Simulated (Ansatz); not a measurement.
## Electric field gradients in SiC at a changed volume

The cell is a refined structure from the COD, relaxed with PBE at fixed cell and then changed (volume scaled by 0.96).

```
Si C
1.0
     1.51810   -2.63145    0.00000
     1.51810    2.63145    0.00000
     0.00000    0.00000   14.91752
Si C
6 6
Direct
  0.16666 0.83334 0.85772
  0.83334 0.16666 0.35772
  0.50011 0.49989 0.52451
  0.49989 0.50011 0.02451
  0.83344 0.16656 0.69122
  0.16656 0.83344 0.19122
  0.50018 0.49982 0.64981
  0.49982 0.50018 0.14981
  0.16662 0.83338 0.98268
  0.83338 0.16662 0.48268
  0.83340 0.16660 0.81619
  0.16660 0.83340 0.31619
```

Sites (sets of like atoms) are named by element and the number of their first atom in this list.

Computed with Ansatz: DFT, PBE, plane waves and PAW (field gradients read without the response of the frozen cores, which leaves them typically 4 to 6 % off), scalar-relativistic, 420 eV cutoff, Γ-centred 10×10×2 k-points, Fermi–Dirac smearing 0.02 eV.

Conventions: |V_zz| ≥ |V_yy| ≥ |V_xx|, η = (V_xx − V_yy)/V_zz, C_Q = eQV_zz/h. Directions are in the Cartesian axes of the cell vectors above, for the atom listed; none is given where the gradient is under 0.02 or η is above 0.95.

| site | first atom | first shell | V_zz (10²¹ V/m²) | η | direction of V_zz (x, y, z) |
| --- | --- | --- | --- | --- | --- |
| Si1 | 1 | 4 C at 1.86 Å | 0.21 | 0.02 | 0.00 -0.03 1.00 |
| Si3 | 3 | 4 C at 1.86–1.87 Å | -0.052 | 0.10 | 0.00 -0.10 0.99 |
| Si5 | 5 | 4 C at 1.86 Å | 0.25 | 0.02 | 0.00 -0.02 1.00 |
| C7 | 7 | 4 Si at 1.86–1.87 Å | 0.23 | 0.06 | 0.00 0.00 1.00 |
| C9 | 9 | 4 Si at 1.86 Å | 0.069 | 0.19 | 0.00 0.00 1.00 |
| C11 | 11 | 4 Si at 1.86 Å | 0.034 | 0.40 | 0.00 -0.01 1.00 |

At this changed cell the PBE pressure is 13 GPa.

Hardware: 1 thread of Intel Xeon Platinum 8259CL CPU @ 2.50GHz (Skylake/Cascade Lake) (x86_64; 8 cores open to the job, memory cap 3.0 GiB, no GPU), a shared host with a load of 0.6 a core. Wall time 28 s, CPU time 28 s, peak memory 0.53 GiB.
